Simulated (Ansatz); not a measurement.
# Nickel, diamond under BLYP: ground state and equation of state

Aim: take nickel in the diamond structure, relax it, solve it on a dense k-mesh, then scale the cell to 7 volumes from 88 to 112 % of the relaxed one and try a fit of the equation of state. The start is antiferromagnetic. The k-meshes are 11×11×11 for the relaxation; 17×17×17 for the dense run; 12×12×12 for the volumes.

This is Ni in the diamond structure; at room conditions it is fcc.

Method: DFT BLYP, plane waves (420 eV) with PAW, scalar-relativistic; PBE-made PAW files, in Ansatz 0.2.0.

## Step 1: The starting structure

It takes space group Fd-3m (No. 227, cubic). The conventional cell has a = 4.907 Å, b = 4.907 Å, c = 4.907 Å, α = 90.00°, β = 90.00°, γ = 90.00°. Ni (site symmetry -43m) has 4 Ni at 2.12 Å as nearest neighbours.

Structure file:

```
Ni
1.0
     0.00000    2.45346    2.45346
     2.45346    0.00000    2.45346
     2.45346    2.45346    0.00000
Ni
2
Direct
  0.12500 0.12500 0.12500
  0.87500 0.87500 0.87500
```

The atoms start with moments of +0.8, -0.8 μB.

## Step 2: Geometry optimisation

Input file input.yaml:

```yaml
crystal:
  lattice:
    - [0.0, 2.4534603088, 2.4534603088]
    - [2.4534603088, 0.0, 2.4534603088]
    - [2.4534603088, 2.4534603088, 0.0]
  atoms:
    - { symbol: Ni, position: [0.125, 0.125, 0.125], spin: 0.8 }
    - { symbol: Ni, position: [0.875, 0.875, 0.875], spin: -0.8 }
hamiltonian:
  xc: blyp
  pseudopotentials:
    kind: paw
    azcp:
      Ni: "pseudopotentials/Ni.paw.azcp"
basis:
  ecutwfc: 420
  fft_grid_basis: typed
kpoints:
  mp_grid: { grid: [11, 11, 11], shift: [0, 0, 0] }
magnetization:
  spin_polarized: true
scf:
  occupations: { method: fermi_dirac, width: 0.05 }
relax:
  max_steps: 60
  f_tol: 0.01
  cell: {}
```

Output:

```text
Warning: RAYON_NUM_THREADS=2 ignored (pool sized by the plan → 2); use --threads N
Engine: ansatz 0.2.0, x86_64-unknown-linux-gnu
Pseudopotentials: kind: paw
Pseudopotential: Ni, paw, valence charge 18, recommended cutoff 420 eV (normal), <dir>
Functional definition: BLYP
  parameter beta = 0.0042
  parameter a = 0.04918
  parameter b = 0.132
  parameter c = 0.2533
  parameter d = 0.349
  exchange = b88_x(beta = beta)
  correlation = lyp_c(a = a, b = b, c = c, d = d)
Crystal: 2 atoms, lattice volume = 29.537 Å³
Basis set: ecut = 420 eV, 561 PW (Γ), exchange–correlation on 48×48×48 points (8 copies of the dense FFT grid, shifted against one another)
Bands: 23, of which v1, the nominal top of the filled ones, is band 18 counted from 1 (17 counted from 0)
Symmetry: 24 space group operations
Space group: F-43m (ITA 216), of the structure as read, at distance tolerance 3.1e-5 Å
Magnetic group: BNS 227.130 (UNI 1632), of the structure as read, at distance tolerance 3.1e-5 Å
k-points: 56 of 1331 (time reversal used)
Non-local potential: Ni, projectors of the file, l = 0: 3, l = 1: 2, l = 2: 3, l = 3: 1
PAW form: soft (Blöchl's): semilocal exchange-correlation on the pseudo side does not see the compensation charge
PAW frozen core: Ni, regenerated for the run's functional, and the local potential with it (the file was generated under x = pbe(κ = 0.804, μ = 0.2195149727645171), c = pbe(β = 0.06672455060314922))
PAW one-centre angular grid: Ni, 590 points (default); XC on 64 Gauss nodes
Initial density: superposition of atomic densities (chi_scale 0.1, normalization cell)
Starting moments: Σ|m| = 1.6 μB on 2 of 2 sites
Starting magnetic order: antiferromagnet; an inversion exchanges its spin sublattices: spin-degenerate at every k-point
Initial wavefunctions: pseudopotential atomic-orbital guess
Functional: x = b88, c = lyp
iter 1 solved again at ethr=6.34e-4 eV; its pass at ethr=3.10e-3 eV (dr2=2.28e-1 eV) is discarded
SCF iter   1: F=—  HF=-11691.072583 eV  |F-HF|=—  |Δ(HF+E_count)|=         —  Δρ=3.61e-2 (↑3.61e-2 ↓3.61e-2)  dr2=2.31e-1  dr2_m=2.76e-1  M=0.000 μB ∫|m|=1.027 μB  β_m=0.30  ethr=6.34e-4  ⟨swp⟩=1.0  Hψ=13593  notcnv=0
Mixer restart at iter 1: flushing history
preconditioner: auto → Kerker (q_TF=auto, 2.820 Å⁻¹)  [metal: Δε(μ)=0.007 eV  Ē_g=7.566 eV  σ=0.050 eV  W_gap=0.03  n_scr=14 (ndim 8)  ℏωp=30.6 eV  f_vac=0.000  D(μ)=8.88/eV (n_scr^D=180)]
spin=Collinear: Kerker preconditioning applied to the charge; magnetization (m = ρ↑ − ρ↓) channel mixes plain (no charge-response kernel on spin).
SCF iter   2: F=—  HF=-11692.335874 eV  |F-HF|=—  |Δ(HF+E_count)|=         —  Δρ=7.69e-2 (↑7.69e-2 ↓7.69e-2)  dr2=4.29e-1  dr2_m=1.50e0  M=0.001 μB ∫|m|=0.215 μB  β_m=0.30  ethr=6.34e-4  ⟨swp⟩=2.0  Hψ=3012  notcnv=0
Mixer restart at iter 2: flushing history
SCF iter   3: F=—  HF=-11693.164438 eV  |F-HF|=—  |Δ(HF+E_count)|=   8.29e-1  Δρ=5.91e-2 (↑5.91e-2 ↓5.88e-2)  dr2=4.14e-1  dr2_m=8.54e-1  M=0.009 μB ∫|m|=0.157 μB  β_m=0.65  ethr=6.34e-4  ⟨swp⟩=2.7  Hψ=4188  notcnv=0
SCF iter   4: F=—  HF=-11694.762160 eV  |F-HF|=—  |Δ(HF+E_count)|=         —  Δρ=9.81e-2 (↑9.74e-2 ↓9.81e-2)  dr2=7.22e-2  dr2_m=2.58e0  M=1.395 μB ∫|m|=1.433 μB  β_m=0.65  ethr=6.34e-4  ⟨swp⟩=3.3  Hψ=5879  notcnv=0
Mixer restart at iter 4: flushing history
SCF iter   5: F=—  HF=-11694.593632 eV  |F-HF|=—  |Δ(HF+E_count)|=   1.69e-1  Δρ=4.50e-2 (↑4.50e-2 ↓3.98e-2)  dr2=4.21e-2  dr2_m=4.83e-1  M=1.452 μB ∫|m|=1.534 μB  β_m=0.82  ethr=2.01e-4  ⟨swp⟩=2.3  Hψ=5170  notcnv=0  defer=6
SCF iter   6: F=—  HF=-11694.615096 eV  |F-HF|=—  |Δ(HF+E_count)|=   2.15e-2  Δρ=2.47e-2 (↑1.09e-2 ↓2.47e-2)  dr2=1.82e-1  dr2_m=1.41e-2  M=1.592 μB ∫|m|=1.717 μB  β_m=0.60  ethr=1.17e-4  ⟨swp⟩=2.8  Hψ=5026  notcnv=0  defer=6
SCF iter   7: F=—  HF=-11694.565403 eV  |F-HF|=—  |Δ(HF+E_count)|=   4.97e-2  Δρ=5.56e-3 (↑1.29e-3 ↓5.56e-3)  dr2=6.30e-3  dr2_m=1.52e-3  M=1.562 μB ∫|m|=1.684 μB  β_m=0.80  ethr=1.17e-4  ⟨swp⟩=2.2  Hψ=5344  notcnv=0  defer=6
SCF iter   8: F=—  HF=-11694.567676 eV  |F-HF|=—  |Δ(HF+E_count)|=   2.27e-3  Δρ=1.54e-3 (↑1.50e-3 ↓1.54e-3)  dr2=6.85e-4  dr2_m=3.74e-4  M=1.576 μB ∫|m|=1.708 μB  β_m=0.73  ethr=1.75e-5  ⟨swp⟩=2.0  Hψ=4229  notcnv=0  defer=6
SCF iter   9: F=—  HF=-11694.567895 eV  |F-HF|=—  |Δ(HF+E_count)|=   2.19e-4  Δρ=1.56e-3 (↑8.85e-4 ↓1.56e-3)  dr2=1.10e-3  dr2_m=3.60e-5  M=1.572 μB ∫|m|=1.703 μB  β_m=0.53  ethr=1.90e-6  ⟨swp⟩=2.1  Hψ=4833  notcnv=0  defer=6
SCF iter  10: F=—  HF=-11694.567754 eV  |F-HF|=—  |Δ(HF+E_count)|=   1.41e-4  Δρ=4.90e-4 (↑2.80e-4 ↓4.90e-4)  dr2=1.24e-4  dr2_m=4.71e-6  M=1.571 μB ∫|m|=1.702 μB  β_m=0.77  ethr=1.90e-6  ⟨swp⟩=2.3  Hψ=3539  notcnv=0  defer=6
SCF iter  11: F=—  HF=-11694.567789 eV  |F-HF|=—  |Δ(HF+E_count)|=   3.51e-5  Δρ=9.04e-5 (↑8.24e-5 ↓9.04e-5)  dr2=1.18e-5  dr2_m=2.55e-7  M=1.570 μB ∫|m|=1.702 μB  β_m=0.81  ethr=3.43e-7  ⟨swp⟩=2.1  Hψ=3643  notcnv=0  defer=6
SCF iter  12: F=—  HF=-11694.567794 eV  |F-HF|=—  |Δ(HF+E_count)|=   4.19e-6  Δρ=1.13e-4 (↑4.34e-5 ↓1.13e-4)  dr2=5.10e-6  dr2_m=4.37e-7  M=1.571 μB ∫|m|=1.703 μB  β_m=0.91  ethr=3.28e-8  ⟨swp⟩=2.0  Hψ=3602  notcnv=0  defer=6
SCF iter  13: F=—  HF=-11694.567794 eV  |F-HF|=—  |Δ(HF+E_count)|=   2.51e-7  Δρ=9.05e-6 (↑8.16e-6 ↓9.05e-6)  dr2=1.76e-8  dr2_m=1.15e-8  M=1.571 μB ∫|m|=1.703 μB  β_m=0.95  ethr=1.42e-8  ⟨swp⟩=2.1  Hψ=3627  notcnv=0  defer=6
SCF iter  14: F=—  HF=-11694.567794 eV  |F-HF|=—  |Δ(HF+E_count)|=   3.07e-8  Δρ=1.58e-5 (↑6.54e-6 ↓1.58e-5)  dr2=9.17e-8  dr2_m=7.13e-9  M=1.571 μB ∫|m|=1.703 μB  β_m=0.95  ethr=4.88e-11  ⟨swp⟩=2.1  Hψ=4321  notcnv=0  defer=6
SCF iter  15: F=-11694.567794 eV  HF=-11694.567794 eV  |F-HF|=5.33e-10  |Δ(HF+E_count)|=   3.60e-9  Δρ=9.75e-7 (↑9.08e-7 ↓9.75e-7)  dr2=5.02e-10  dr2_m=6.45e-11  M=1.571 μB ∫|m|=1.703 μB  ethr=4.88e-11  ⟨swp⟩=2.0  Hψ=8410  notcnv=0
WARN: the starting moments were not kept: 1 of 2 ended reversed and 1 kept their direction, counting a site from 0.1 of the cell's largest site moment. The largest reversed, site 1 (counted from 0, in the order of the report's site_moments_mub), started with -0.8 μB and closes at +8.1e-1 μB in its sphere. The starting moments cancel, and the net magnetisation is 1.6e0 μB in size, over 0.1 of its absolute magnetisation of 1.7e0 μB. The SCF closed on another magnetic arrangement than the starting moments describe; that does not show which of the two is lower. To try another start: change the starting moments (crystal.atoms[].spin, magnetization.per_species, magnetization.initial_magnetization, or on a non-collinear deck that types none of these the spinor_matrix: blocks that start its atoms; where the total moment is fixed, keep their sum and leave initial_magnetization as it is; typed ones take the place of any that the run laid by itself, positive ones on a crystal's lanthanoids without a Hubbard term where scf.initial_density.shell_occupations: [] is typed); see also scf.mixing.spin_hold.
SCF 1 converged in 15 iterations: F = -11694.567794 eV  dr2 = 5.02e-10
relax step   1: F+E_penalty+E_count = -11694.56779384 eV  Δ(F+E_penalty+E_count) = +0.000e0 eV  max|allowed force component| = 1.480e-16 eV/Å  Δτ_max = 0.0000 Å  P = +19.508 GPa  Ω = 29.537 Å³  (15 SCF iters, dr2 threshold 1.00e-7 eV, accepted)
[... from here on, the SCF cycles and remarks between the steps are left out ...]
relax step   2: F+E_penalty+E_count = -11694.78066843 eV  Δ(F+E_penalty+E_count) = -2.129e-1 eV  max|allowed force component| = 1.411e-16 eV/Å  Δτ_max = 0.0000 Å  P = +7.950 GPa  Ω = 32.110 Å³  energy of the carried Pulay correction = -1.118e-3 eV  (11 SCF iters, dr2 threshold 2.00e-7 eV, accepted)
relax step   3: F+E_penalty+E_count = -11694.83837974 eV  Δ(F+E_penalty+E_count) = -5.771e-2 eV  max|allowed force component| = 1.342e-16 eV/Å  Δτ_max = 0.0000 Å  P = +1.542 GPa  Ω = 34.154 Å³  energy of the carried Pulay correction = -1.942e-3 eV  (10 SCF iters, dr2 threshold 2.00e-7 eV, accepted)
relax step   4: F+E_penalty+E_count = -11694.84095369 eV  Δ(F+E_penalty+E_count) = -2.574e-3 eV  max|allowed force component| = 1.133e-16 eV/Å  Δτ_max = 0.0000 Å  P = -0.045 GPa  Ω = 34.763 Å³  energy of the carried Pulay correction = -2.177e-3 eV  (10 SCF iters, dr2 threshold 2.00e-7 eV, accepted)
relax step   5: F+E_penalty+E_count = -11694.84728348 eV  Δ(F+E_penalty+E_count) = -6.330e-3 eV  max|allowed force component| = 1.342e-16 eV/Å  Δτ_max = 0.0000 Å  P = +0.407 GPa  Ω = 34.763 Å³  stress off target by 4.07e-1 GPa  SCF on the basis re-selected at this cell (its energy is not comparable with the rows above)  (15 SCF iters)
relax step   6: F+E_penalty+E_count = -11694.84746782 eV  Δ(F+E_penalty+E_count) = -1.843e-4 eV  max|allowed force component| = 1.457e-16 eV/Å  Δτ_max = 0.0000 Å  P = +0.053 GPa  Ω = 34.922 Å³  energy of the carried Pulay correction = -4.287e-5 eV  (8 SCF iters, dr2 threshold 2.00e-7 eV, accepted)
relax step   7: F+E_penalty+E_count = -11694.84746528 eV  Δ(F+E_penalty+E_count) = +2.538e-6 eV  max|allowed force component| = 1.041e-16 eV/Å  Δτ_max = 0.0000 Å  P = +0.002 GPa  Ω = 34.945 Å³  energy of the carried Pulay correction = -4.935e-5 eV  (8 SCF iters, dr2 threshold 6.96e-9 eV, accepted)
relax step   8: F+E_penalty+E_count = -11694.84751660 eV  Δ(F+E_penalty+E_count) = -5.132e-5 eV  max|allowed force component| = 1.041e-16 eV/Å  Δτ_max = 0.0000 Å  P = -0.002 GPa  Ω = 34.945 Å³  stress off target by 1.97e-3 GPa  SCF on the basis re-selected at this cell (its energy is not comparable with the rows above)  (9 SCF iters)
basis re-selected at this cell: Δ(F+E_penalty+E_count) = -5.132e-5 eV, ΔP = -0.004 GPa vs the last step (what re-selecting the basis moved, of the pressure what is left beyond the Pulay correction that the steps carried, after the strain that the cell walked since its last selection, with what the two solves' SCF thresholds leave and, on support functions, any second-order correction that the steps lacked; it is no measure of the basis error at this ecutwfc). This SCF's stress stands 1.97e-3 GPa from its target on what of the cell is left free (relax.cell.stress_tol is 5.00e-2 GPa) and its largest allowed force component is 1.04e-16 eV/Å (relax.f_tol is 1.00e-2 eV/Å): within both
SCF converged after 9 iterations
Magnetization: 1.5873 μB (18.7936 up, 17.2064 down)
Absolute magnetization: 1.7578 μB (∫|ρ↑−ρ↓|, with the PAW one-centre terms)
Spin contamination: 0.0210 ħ² per cell (⟨S²⟩ above its minimum at these occupations)
Per-site moments (μB) at R_I (Å): [(0.8253386023461284, 0.9269897349746925), (0.8253385703391855, 0.9269897349746925)]
Free energy (F): -11694.847517 eV
Harris-Foulkes:  -11694.847517 eV  (|F-HF|=1.09e-11)
Internal energy: -11694.814700 eV  (E = F + TS)
E sigma→0 (E₀):  -11694.831108 eV
Entropy (-TS):   -0.032816 eV (-16.408 meV/atom)
Fermi energy:    10.070629 eV
--- Per-component energies (eV) ---
  E_band       = -852.282346
  E_kinetic    = 563.671868
  E_local      = -9051.473004  (includes V_loc(G=0)·N_el)
  E_nonlocal   = 1267.893771
  E_hartree    = 3817.580470
  E_xc         = -163.350247
  E_vxc        = -209.694299  (∫ρ·V_xc dr)
  E_paw        = -3286.561887  (= ΣΔE_a)
  E_vpaw       = -1057.842732  (= ΣTr[D̂ρ^β])
  E_aug_tail   = 0.000708  (compensation charges beyond the density's cutoff)
  E_ewald      = -4842.584055
  E_core_change = 0.007674  (= ΣΔE_core)
  E_smearing   = -0.032816  (= −TS)
  E_closure    = -0.000000  (closes the sum)
  Σ components = -11694.847517   (vs F -11694.847517, Δ=0.00e0)
--- Forces (eV/Å), atoms counted from 1 ---
  atom   1  Ni     0.00000000     0.00000000     0.00000000
  atom   2  Ni    -0.00000000    -0.00000000    -0.00000000
  max |Σ_I F_I| component: 2.31e-17 eV/Å
--- Stress (GPa, compression-positive) ---
       -0.001970       0.000000       0.000000
        0.000000      -0.001970       0.000000
        0.000000       0.000000      -0.001970
  P = ⅓ Tr σ = -0.0020 GPa (-0.020 kbar)
--- Relaxed structure (6 steps of the walk, 6 accepted, 2 SCFs on fresh bases) ---
  F+E_penalty+E_count = -11694.84751660 eV   max|allowed force component| = 1.041e-16 eV/Å   (the final SCF, on the basis selected at the relaxed cell)
  cell:  # Å, volume = 34.9455 Å³
    - [6.439213804984223e-33, 2.5948982934480425, 2.5948982934480425]
    - [2.594898293448043, 1.579721422569012e-32, 2.5948982934480425]
    - [2.594898293448043, 2.5948982934480425, 6.768851917015229e-33]
  atoms:
    - { symbol: Ni, position: [0.125, 0.125, 0.125] }
    - { symbol: Ni, position: [0.8749999999999998, 0.875, 0.8750000000000001] }
```

Run time: 22 s. Hardware: 2 threads of an x86-64 CPU, shared host; peak memory 0.45 GiB.

The steps of the relaxation:

```tsv
step	energy change (meV/atom)	largest force (eV/Å)	pressure (GPa)	volume (Å³/atom)
1	0.00	0.0000	19.51	14.769
2	-106.44	0.0000	7.95	16.055
3	-135.29	0.0000	1.54	17.077
4	-136.58	0.0000	-0.05	17.382
5	-139.74	0.0000	0.41	17.382
6	-139.84	0.0000	0.05	17.461
7	-139.84	0.0000	0.00	17.473
8	-139.86	0.0000	0.00	17.473
```

Steps that repeat a cell are solved on a basis chosen anew, so their changes of energy are no gain of the relaxation.

Changes in the cell that was computed:

|  | before | after | change |
| --- | --- | --- | --- |
| a (Å) | 3.470 | 3.670 | +5.8 % |
| b (Å) | 3.470 | 3.670 | +5.8 % |
| c (Å) | 3.470 | 3.670 | +5.8 % |
| volume (Å³/atom) | 14.769 | 17.473 | +18.3 % |
| shortest distance (Å) | 2.125 | 2.247 | +5.8 % |
| space group (spins left aside) | Fd-3m | Fd-3m | same |

## Step 3: Dense single point

Input file input.yaml:

```yaml
crystal:
  lattice:
    - [0.0, 2.5948982934, 2.5948982934]
    - [2.5948982934, 0.0, 2.5948982934]
    - [2.5948982934, 2.5948982934, 0.0]
  atoms:
    - { symbol: Ni, position: [0.125, 0.125, 0.125], spin: 0.825 }
    - { symbol: Ni, position: [0.875, 0.875, 0.875], spin: 0.825 }
hamiltonian:
  xc: blyp
  pseudopotentials:
    kind: paw
    azcp:
      Ni: "pseudopotentials/Ni.paw.azcp"
basis:
  ecutwfc: 420
  fft_grid_basis: typed
kpoints:
  mp_grid: { grid: [17, 17, 17], shift: [0, 0, 0] }
magnetization:
  spin_polarized: true
scf:
  occupations: { method: fermi_dirac, width: 0.05 }
```

Output, shortened:

```text
Warning: RAYON_NUM_THREADS=2 ignored (pool sized by the plan → 2); use --threads N
[...]
Pseudopotentials: kind: paw
Pseudopotential: Ni, paw, valence charge 18, recommended cutoff 420 eV (normal), <dir>
Functional definition: BLYP
[...]
Crystal: 2 atoms, lattice volume = 34.945 Å³
Basis set: ecut = 420 eV, 701 PW (Γ), exchange–correlation on 50×50×50 points (8 copies of the dense FFT grid, shifted against one another)
Bands: 23, of which v1, the nominal top of the filled ones, is band 18 counted from 1 (17 counted from 0)
Symmetry: 48 space group operations
Space group: Fd-3m (ITA 227), of the structure as read, at distance tolerance 3.3e-5 Å
Magnetic group: BNS 227.128 (UNI 1630), of the structure as read, at distance tolerance 3.3e-5 Å
k-points: 165 of 4913
[...]
Starting moments: Σ|m| = 1.65 μB on 2 of 2 sites
[...]
SCF iter   1: F=—  HF=-11692.333122 eV  |F-HF|=—  |Δ(HF+E_count)|=         —  Δρ=4.40e-2 (↑4.40e-2 ↓3.39e-2)  dr2=2.99e-1  dr2_m=4.24e-1  M=1.944 μB ∫|m|=2.054 μB  β_m=0.30  ethr=8.27e-4  ⟨swp⟩=1.0  Hψ=39897  notcnv=0
[...]
spin=Collinear: Kerker preconditioning applied to the charge; magnetization (m = ρ↑ − ρ↓) channel mixes plain (no charge-response kernel on spin).
[...]
SCF iter  12: F=-11694.848427 eV  HF=-11694.848427 eV  |F-HF|=2.02e-10  |Δ(HF+E_count)|=   1.03e-9  Δρ=9.14e-7 (↑2.55e-7 ↓9.14e-7)  dr2=3.01e-10  dr2_m=3.89e-11  M=1.581 μB ∫|m|=1.755 μB  ethr=4.61e-12  ⟨swp⟩=1.8  Hψ=20587  notcnv=0
[...]
SCF converged after 12 iterations
Magnetization: 1.5811 μB (18.7906 up, 17.2094 down)
Absolute magnetization: 1.7568 μB (∫|ρ↑−ρ↓|, with the PAW one-centre terms)
Spin contamination: 0.0210 ħ² per cell (⟨S²⟩ above its minimum at these occupations)
Per-site moments (μB) at R_I (Å): [(0.8238070892606318, 0.9269897349575303), (0.8238070892606323, 0.9269897349575303)]
Free energy (F): -11694.848427 eV
[...]
E sigma→0 (E₀):  -11694.832274 eV
Entropy (-TS):   -0.032307 eV (-16.154 meV/atom)
Fermi energy:    10.068319 eV
[...]
```

Run time: 5.6 s. Hardware: 2 threads of an x86-64 CPU, shared host; peak memory 0.52 GiB.

## Step 4: At 88 % of the relaxed volume

Input file input.yaml:

```yaml
crystal:
  lattice:
    - [0.0, 2.4866494421, 2.4866494421]
    - [2.4866494421, 0.0, 2.4866494421]
    - [2.4866494421, 2.4866494421, 0.0]
  atoms:
    - { symbol: Ni, position: [0.125, 0.125, 0.125], spin: 0.824 }
    - { symbol: Ni, position: [0.875, 0.875, 0.875], spin: 0.824 }
hamiltonian:
  xc: blyp
  pseudopotentials:
    kind: paw
    azcp:
      Ni: "pseudopotentials/Ni.paw.azcp"
basis:
  ecutwfc: 420
  fft_grid_basis: typed
kpoints:
  mp_grid: { grid: [12, 12, 12], shift: [0, 0, 0] }
magnetization:
  spin_polarized: true
scf:
  occupations: { method: fermi_dirac, width: 0.05 }
  lower_state_search: "off"
output:
  stress: true
```

Output, shortened:

```text
Warning: RAYON_NUM_THREADS=2 ignored (pool sized by the plan → 2); use --threads N
[...]
Pseudopotentials: kind: paw
Pseudopotential: Ni, paw, valence charge 18, recommended cutoff 420 eV (normal), <dir>
Functional definition: BLYP
[...]
Crystal: 2 atoms, lattice volume = 30.752 Å³
Basis set: ecut = 420 eV, 609 PW (Γ), exchange–correlation on 48×48×48 points (8 copies of the dense FFT grid, shifted against one another)
Bands: 23, of which v1, the nominal top of the filled ones, is band 18 counted from 1 (17 counted from 0)
Symmetry: 48 space group operations
Space group: Fd-3m (ITA 227), of the structure as read, at distance tolerance 3.1e-5 Å
Magnetic group: BNS 227.128 (UNI 1630), of the structure as read, at distance tolerance 3.1e-5 Å
k-points: 72 of 1728
[...]
Starting moments: Σ|m| = 1.648 μB on 2 of 2 sites
[...]
SCF iter  13: F=-11694.693386 eV  HF=-11694.693386 eV  |F-HF|=1.22e-8  |Δ(HF+E_count)|=   1.16e-7  Δρ=9.61e-6 (↑7.34e-6 ↓9.61e-6)  dr2=9.94e-8  dr2_m=6.06e-10  M=1.527 μB ∫|m|=1.691 μB  ethr=2.78e-10  ⟨swp⟩=3.0  Hψ=12308  notcnv=0
[...]
SCF converged after 13 iterations
Magnetization: 1.5270 μB (18.7635 up, 17.2365 down)
Absolute magnetization: 1.6925 μB (∫|ρ↑−ρ↓|, with the PAW one-centre terms)
Spin contamination: 0.0167 ħ² per cell (⟨S²⟩ above its minimum at these occupations)
Per-site moments (μB) at R_I (Å): [(0.7943310565552698, 0.888319404705563), (0.7943310565552695, 0.888319404705563)]
Free energy (F): -11694.693386 eV
[...]
E sigma→0 (E₀):  -11694.679890 eV
Entropy (-TS):   -0.026993 eV (-13.497 meV/atom)
Fermi energy:    12.076870 eV
[...]
--- Stress (GPa, compression-positive) ---
       13.431250      -0.000000       0.000000
       -0.000000      13.431250       0.000000
        0.000000       0.000000      13.431250
  P = ⅓ Tr σ = 13.4313 GPa (134.313 kbar)
```

Wall time 2 s (2 threads of an x86-64 CPU, shared host); peak memory 0.39 GiB.

## Step 5: At 92 % of the relaxed volume

Changes to input.yaml since step 4:

```diff
@@ -2,5 +2,5 @@
   lattice:
-    - [0.0, 2.4866494421, 2.4866494421]
-    - [2.4866494421, 0.0, 2.4866494421]
-    - [2.4866494421, 2.4866494421, 0.0]
+    - [0.0, 2.5237690854, 2.5237690854]
+    - [2.5237690854, 0.0, 2.5237690854]
+    - [2.5237690854, 2.5237690854, 0.0]
   atoms:
```

Output, shortened:

```text
Warning: RAYON_NUM_THREADS=2 ignored (pool sized by the plan → 2); use --threads N
[...]
Pseudopotentials: kind: paw
Pseudopotential: Ni, paw, valence charge 18, recommended cutoff 420 eV (normal), <dir>
Functional definition: BLYP
[...]
Crystal: 2 atoms, lattice volume = 32.150 Å³
Basis set: ecut = 420 eV, 609 PW (Γ), exchange–correlation on 48×48×48 points (8 copies of the dense FFT grid, shifted against one another)
Bands: 23, of which v1, the nominal top of the filled ones, is band 18 counted from 1 (17 counted from 0)
Symmetry: 48 space group operations
Space group: Fd-3m (ITA 227), of the structure as read, at distance tolerance 3.2e-5 Å
Magnetic group: BNS 227.128 (UNI 1630), of the structure as read, at distance tolerance 3.2e-5 Å
k-points: 72 of 1728
[...]
Starting moments: Σ|m| = 1.648 μB on 2 of 2 sites
[...]
SCF converged after 14 iterations
an eigenvalue changed by more than its tolerance at an iteration that met the thresholds in force, so the SCF went on 1 time: the last check found none over its tolerance
Magnetization: 1.5403 μB (18.7702 up, 17.2298 down)
Absolute magnetization: 1.7122 μB (∫|ρ↑−ρ↓|, with the PAW one-centre terms)
Spin contamination: 0.0181 ħ² per cell (⟨S²⟩ above its minimum at these occupations)
Per-site moments (μB) at R_I (Å): [(0.8029309087469836, 0.9015798582624152), (0.8029309087469837, 0.9015798582624152)]
Free energy (F): -11694.785293 eV
[...]
E sigma→0 (E₀):  -11694.770897 eV
Entropy (-TS):   -0.028792 eV (-14.396 meV/atom)
Fermi energy:    11.349101 eV
[...]
--- Stress (GPa, compression-positive) ---
        7.861243      -0.000000       0.000000
        0.000000       7.861243      -0.000000
       -0.000000       0.000000       7.861243
  P = ⅓ Tr σ = 7.8612 GPa (78.612 kbar)
```

Wall time 2.5 s (2 threads of an x86-64 CPU, shared host); peak memory 0.37 GiB.

[end of part 1 of 2]
